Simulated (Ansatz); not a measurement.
Crystal: ZnCu2SnS4.

```
Sn Zn Cu S
1.0
    -2.71710    2.71710    5.42480
     2.71710   -2.71710    5.42480
     2.71710    2.71710   -5.42480
Sn Zn Cu S
1 1 2 4
Direct
  0.50000 0.50000 0.00000
  0.25000 0.75000 0.50000
  0.75000 0.25000 0.50000
  0.00000 0.00000 0.00000
  0.62799 0.62839 0.51280
  0.88481 0.37201 0.00040
  0.11559 0.11519 0.48720
  0.37161 0.88441 0.99960
```

Base run:

| Quantity | Value |
| --- | --- |
| Program | Ansatz 0.2.0 |
| Functional | BLYP |
| Potentials or basis | Ansatz PAW |
| Cutoff | 420 eV (not typed: the program's choice for these potentials) |
| k mesh | 7 × 7 × 7 |
| Occupations | fermi-dirac, width 0.05 eV |
| Spin | no spin polarisation |

Its results: band gap on the k mesh 0.28 eV, direct; pressure 6.5 GPa; largest force 0.632 eV/Å.

Question: After a change of settings the same cell gave: band gap on the k mesh 0.18 eV, direct; pressure -4.1 GPa; largest force 0.685 eV/Å. Which change was it?
A. functional from BLYP to PBEsol
B. functional from BLYP to r2SCAN; cutoff from 420 eV (not typed: the program's choice for these potentials) to 500 eV (not typed: the program's choice for these potentials)
C. functional from BLYP to LDA
D. functional from BLYP to revPBE

Answer: C.

LDA binds more tightly than BLYP, so the same cell stands under less pressure.

Caveats: spin-orbit coupling is left out, which moves the levels of the heavy elements; the PAW data sets come from PBE, with cores solved anew for the run's functional, which leaves a small shift of forces and pressure.

Runs at the PBE level aren't shown here.
